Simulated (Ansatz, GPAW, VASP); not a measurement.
**ZnSe: programs and potentials compared**

```xyz
2
Lattice="0.0000 2.8338 2.8338 2.8338 0.0000 2.8338 2.8338 2.8338 0.0000" Properties=species:S:1:pos:R:3 pbc="T T T"
Se    4.2507    4.2507    4.2507
Zn    0.0000    0.0000    0.0000
```

Alike in all runs: task band structure; functional revPBE; k mesh 8 × 8 × 8; occupations fermi-dirac, width 0.05 eV; no spin polarisation; no spin-orbit coupling. Pressure is positive in compression and, in plane waves, holds the error of the finite cutoff, which Ansatz's Pulay term estimates and takes out. Gaps are the smaller of the mesh's and the band path's.

```csv
program and potentials,plane-wave cutoff (eV),notes,band gap (eV),pressure (GPa)
"Ansatz, Ansatz PAW",420,"potentials made for PBE, which Ansatz adapts in part; 14 valence electrons an atom on average; Pulay term of +0.06 GPa included",1.41,3.74
"GPAW, the program's PAW data sets (release 1.2.1) made for this functional",600,9 valence electrons an atom on average,1.42,3.85
"Ansatz, all-electron LAPW, scalar-relativistic",-,-,?,?
"VASP, PBE PAW files Se, Zn, 520 eV",520,potentials made for PBE; 9 valence electrons an atom on average,1.41,3.99
```

**Question.** Estimate from the other rows what the run with Ansatz, all-electron LAPW, scalar-relativistic gave.

**Answer.** Band gap 1.41 eV; pressure 3.76 GPa. The other rows, which needn't bracket it: band gap 1.41 to 1.42; pressure 3.74 to 3.99.
